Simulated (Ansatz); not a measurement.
**Zr: how the free axis answers a strain**

Zr, P6_3/mmc, a = 3.232 Å, c = 5.170 Å. Ansatz: PBE, PAW, 420 eV, Γ-centred 15×15×8 mesh on 2 atoms, Gaussian smearing 0.10 eV; no spin polarisation. Series: biaxial strain in the a-b plane, c and atoms relaxed; x is the strain in per cent. y is the change of c in per cent of 5.170 Å.

```
x (%) y (%)
 -4.5   4.58
 -3.0   2.81
 -1.5      ?
  0.0   0.00
  1.5  -1.10
  3.0  -2.17
  4.5  -3.25
```

Fit y = c1 x + c2 x² to the other rows, say what c1 measures, and predict the missing y.

Least squares on the rows shown. y = −0.8549 x + 0.03353 x². With no stress along c, c1 = −2C13/C33 = -0.855. With a term in x³ added, the coefficient of x becomes -0.7915, 7 % less, which shows how far this figure hangs on the form. At x = -1.5 the fit asked for gives 1.36 %. The run gave 1.26 %, so the fit is 0.10 % too high, within twice the rms miss on the fitted rows (0.08 %).